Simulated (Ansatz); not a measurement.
BeTe under changes of volume

One of the cells (21.254 Å³/atom); the others are scaled copies at fixed shape and fractional positions:

```
CELL_PARAMETERS angstrom
0.00000 2.77000 2.77000
2.77000 0.00000 2.77000
2.77000 2.77000 0.00000
ATOMIC_POSITIONS crystal
Te 0.75000 0.75000 0.75000
Be 0.00000 0.00000 0.00000
```

```yaml
Program: Ansatz 0.2.0
Functional: RPBE
Dispersion: D4
Potentials_or_basis: Ansatz PAW
Cutoff: "420 eV (not typed: the program's choice for these potentials)"
k_mesh: 8 × 8 × 8
Occupations: fermi-dirac, width 0.05 eV
Spin: no spin polarisation
```

```tsv
volume (Å³/atom)	energy over the lowest point (meV/atom)	pressure (GPa)	gap on the mesh (eV)
19.979	23.24	5.3	1.77
20.404	11.36	3.6	1.83
20.829	3.79	2.1	1.89
21.254	0.12	0.7	1.95
21.679	0.00	-0.6	2.00
22.104	?	?	?
22.529	9.07	-2.8	2.10
```

Question: What does the run at 22.104 Å³/atom give?

Answer: Energy over the lowest point 3.08 meV/atom; pressure -1.7 GPa; gap on the mesh 2.06 eV.

Worked out: A Birch-Murnaghan fit of order 3 (a polynomial in V^(-2/3)) to the other rows has its minimum at 21.48 Å³/atom with B0 = V·E''(V) = 64 GPa and B' = 4.0. It gives 3.08 meV/atom at 22.104 Å³/atom, against the run's 3.08, and -dE/dV = -1.7 GPa, against -1.7. A straight line through the other rows of the gap, of slope 2.76 eV per unit of ln V, gives 2.05 eV, against the run's 2.06.

Energies are extrapolated to zero smearing.

Caveats: spin-orbit coupling is left out, which moves the levels of the heavy elements; the PAW data sets come from PBE, with cores solved anew for the run's functional, which leaves a small shift of forces and pressure.

A mesh can miss the band edges.
